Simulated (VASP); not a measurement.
Input of a VASP 6.6.1 run:

The input INCAR:

```
ALGO     = Normal         # electronic algorithm
EDIFF    = 1E-8           # SCF threshold, eV
ENCUT    = 600            # plane-wave cutoff, eV
ISIF     = 2              # what is computed and relaxed
ISMEAR   = 0              # smearing method
LASPH    = T              # aspherical terms in the spheres
LCHARG   = F              # write CHGCAR
LEPSILON = T              # dielectric tensor by DFPT
LREAL    = F              # projectors in reciprocal space
LWAVE    = F              # write WAVECAR
NELM     = 80             # most SCF steps
PREC     = Accurate       # precision mode
SIGMA    = 0.03           # smearing width, eV
```

The input KPOINTS:

```
k-points
0
Monkhorst-Pack
  12 12 12
```

File POSCAR:

```
CuI                                     
1.0
    0.0000000000      2.9329735878      2.9329735878
    2.9329735878      0.0000000000      2.9329735878
    2.9329735878      2.9329735878      0.0000000000
  Cu              I             
     1     1
Direct
     0.2500000000000000    0.2500000000000000    0.2500000000000000
     0.0000000000000000    0.0000000000000000    0.0000000000000000
```

Potentials or basis: VASP PAW LDA potentials, release 64 (Cu, I).

The run is started by

```bash
$ cat potpaw_LDA.64/Cu/POTCAR potpaw_LDA.64/I/POTCAR > POTCAR
$ mpirun -np 1 vasp_std > vasp.out
```

Question: Predict the electronic dielectric tensor (diagonal).

Answer: 6.71.

Question: Predict the Born charges (mean of the diagonal).

Answer: Cu +0.96; I -0.96 e.

Electronic dielectric tensor:
```
6.71 0.00 0.00
0.00 6.71 0.00
0.00 0.00 6.71
```

The run has no spin-orbit coupling, so splittings on I are missing.

**Measured values to compare with.**

From a printed reference work, data compilation, for a bulk crystal of CuI: high-frequency dielectric constant 4.84.

Measured high-frequency dielectric constant of CuI: 4.84 (a printed reference work, data compilation). This calculation gives 6.71 (+38.7 %). So large a miss can be the level of theory's own, or it may mean another phase, state or a wrong row.
